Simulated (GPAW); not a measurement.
Crystal: Sb.

```
Sb
1.0
     2.15420    1.24373    3.75800
    -2.15420    1.24373    3.75800
     0.00000   -2.48746    3.75800
Sb
2
Direct
  0.76651 0.76651 0.76651
  0.23349 0.23349 0.23349
```

Base run:

```yaml
Program: GPAW 26.7.0
Functional: PBE
Potentials_or_basis: GPAW PAW data sets (gpaw-data 1.2.1)
Cutoff: 450 eV
Basis: pw
k_mesh: 6 × 6 × 6
Occupations: fermi-dirac, width 0.05 eV
Spin: no spin polarisation
```

Its results: band gap on the k mesh none (metal or under the smearing width); pressure 0.9 GPa; largest force 0.056 eV/Å.

Task: The run is repeated on the same cell with these changes: functional from PBE to LDA; potentials or basis from GPAW PAW data sets (gpaw-data 1.2.1) to the program's PAW data sets (release 1.2.1) made for this functional; cutoff from 450 eV to 500 eV. What comes out?

Result: Band gap on the k mesh none (metal or under the smearing width); pressure -2.0 GPa; largest force 0.101 eV/Å.

Caveats: the cutoff is short for stress and forces, so pressures can be off by a GPa or more.
